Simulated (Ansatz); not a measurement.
Crystal: MgSi.

```xyz
2
Lattice="2.9084 0.0000 0.0000 0.0000 2.9084 0.0000 0.0000 0.0000 4.1034" Properties=species:S:1:pos:R:3 pbc="T T T"
Si    1.4542    1.4542    2.0517
Mg    0.0000    0.0000    0.0000
```

The cell comes from a database or a generator and needn't be the stable form of this composition.

```yaml
Program: Ansatz 0.2.0
Task: relaxation of cell and atoms
Functional: PBEsol
Potentials_or_basis: all-electron LAPW, scalar-relativistic
Basis_error_allowed: 0.001 eV/atom
k_mesh: 9 × 9 × 7
Occupations: fermi-dirac, width 0.05 eV
Spin: no spin polarisation
```

At the start: volume 17.35 Å³/atom.

How do energy, volume and symmetry change on relaxing?

Over 6 steps the energy falls by 16.0 meV/atom and the volume is 17.14 Å³/atom (-1.3 %); space group P4/mmm (No. 123, to 0.05 Å).

The path:
| step | energy change (eV) | largest force (eV/Å) | volume (Å³) |
| --- | --- | --- | --- |
| 1 | 0.0000 | 0.0000 | 34.71 |
| 2 | -0.0297 | 0.0000 | 33.78 |
| 3 | -0.0319 | 0.0000 | 34.25 |
| 4 | -0.0319 | 0.0000 | 34.28 |
| 5 | -0.0319 | 0.0000 | 34.27 |
| 6 | -0.0319 | 0.0000 | 34.27 |

Final structure:
```cif
data_structure
_symmetry_space_group_name_H-M 'P 1'
_symmetry_Int_Tables_number 1
_cell_length_a 2.9675
_cell_length_b 2.9675
_cell_length_c 3.8919
_cell_angle_alpha 90.000
_cell_angle_beta 90.000
_cell_angle_gamma 90.000
_cell_volume 34.27
loop_
_atom_site_label
_atom_site_type_symbol
_atom_site_fract_x
_atom_site_fract_y
_atom_site_fract_z
_atom_site_occupancy
Si1 Si 0.50000 0.50000 0.50000 1
Mg1 Mg 0.00000 0.00000 0.00000 1
```
